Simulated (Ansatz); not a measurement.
# La (La, bcc): the cost of one run

Computed with Ansatz 0.2.0 (DFT PBE, plane waves (420 eV) with PAW, scalar-relativistic, unless a step says otherwise).

### 1 The structure to begin with

It takes space group Im-3m (No. 229, cubic). Conventional cell: a = 4.214 Å, b = 4.214 Å, c = 4.214 Å, α = 90.00°, β = 90.00°, γ = 90.00°. La (site symmetry m-3m) is surrounded by 8 La at 3.65 Å.

Structure file:

```
CELL_PARAMETERS angstrom
-2.10700 2.10700 2.10700
2.10700 -2.10700 2.10700
2.10700 2.10700 -2.10700
ATOMIC_POSITIONS crystal
La 0.00000 0.00000 0.00000
```

The atoms start with moments of +1 μB.

### 2 Geometry optimisation

The input, input.yaml:

```yaml
crystal:
  lattice:
    - [-2.1069968026, 2.1069968026, 2.1069968026]
    - [2.1069968026, -2.1069968026, 2.1069968026]
    - [2.1069968026, 2.1069968026, -2.1069968026]
  atoms:
    - { symbol: La, position: [0.0, 0.0, 0.0], spin: 1.0 }
hamiltonian:
  xc: pbe
  pseudopotentials:
    kind: paw
    azcp:
      La: "pseudopotentials/La.paw.azcp"
basis:
  ecutwfc: 420
  fft_grid_basis: typed
kpoints:
  mp_grid: { grid: [11, 11, 11], shift: [0, 0, 0] }
magnetization:
  spin_polarized: true
scf:
  occupations: { method: fermi_dirac, width: 0.05 }
relax:
  max_steps: 60
  f_tol: 0.01
  cell: {}
```

The run is started by

```bash
ansatz run input.yaml --threads 2 --pin off --max-ram 6144MiB --backend cpu --events-out ev --progress --plain --runs-dir out
```

**Question.** How long does this run take on 2 threads of Arm Neoverse V2, shared host, and how much memory does it need?

About 5.3 s, with a peak of 0.32 GiB.
